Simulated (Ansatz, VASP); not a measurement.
**C in VASP and in Ansatz**

```
CELL_PARAMETERS angstrom
3.77912 0.00000 0.00000
0.00000 3.77912 0.00000
0.00000 0.00000 1.56585
ATOMIC_POSITIONS crystal
C 0.20704 0.50000 0.00000
C 0.79296 0.50000 0.00000
C 0.50000 0.20704 0.00000
C 0.50000 0.79296 0.00000
```

Alike in both runs: task single point; functional PBE; k mesh 4 × 4 × 10; occupations gaussian, width 0.1 eV; no spin polarisation.

|  | VASP | Ansatz |
| --- | --- | --- |
| version | VASP 6.6.1 | Ansatz 0.2.0 |
| potentials or method | VASP PAW PBE potentials, release 64 (C) | scalar-relativistic, plane waves, PAW |
| plane-wave cutoff (eV) | 520 | 420 |
| valence electrons in the cell | 16 | 16 |

```csv
,VASP,Ansatz,Ansatz less VASP
gap on the k mesh at the Fermi level (eV),none,none,-
rms of the force components (eV/Å),0.502,0.482,-0.0199
```

Atom by atom the forces differ by 0.020 eV/Å (rms over components). A gap of «none» marks a metal or a gap that the smearing closes. With one functional, cell and mesh, what is left measures potentials, basis and numerics.

Caveats: the k mesh is coarse (spacing up to 0.42 Å⁻¹), so the values aren't converged.
